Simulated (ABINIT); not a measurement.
Crystal: BN.

```
CELL_PARAMETERS angstrom
2.55394 0.00000 0.00000
-1.27697 2.21178 0.00000
0.00000 0.00000 4.22685
ATOMIC_POSITIONS crystal
N 0.33333 0.66667 0.12528
N 0.66667 0.33333 0.62528
B 0.33333 0.66667 0.49972
B 0.66667 0.33333 0.99972
```

Measurements of this composition are mostly on another form, of space group No. 194.

Base run:

```yaml
Program: ABINIT 10.8.3 (patched build)
Functional: RPBE
Potentials_or_basis: JTH PAW PBE v2.0
Cutoff: 844 eV
k_mesh: 12 × 12 × 6
Occupations: fermi-dirac, width 0.05 eV
Spin: no spin polarisation
```

Its results: band gap on the k mesh 5.26 eV, indirect (least direct gap 8.27 eV); pressure 5.4 GPa; largest force 0.011 eV/Å.

**Question.** The run is repeated on the same cell with these changes: functional from RPBE to r2SCAN. What comes out?

**Answer.** Band gap on the k mesh 5.71 eV, indirect (least direct gap 8.89 eV); pressure -2.3 GPa; largest force 0.045 eV/Å.

r2SCAN gives the wider gap, since meta-GGAs in the generalised Kohn-Sham scheme recover part of the derivative discontinuity.

Caveats: the PAW data sets were made with another functional, which shifts forces and pressure a little.
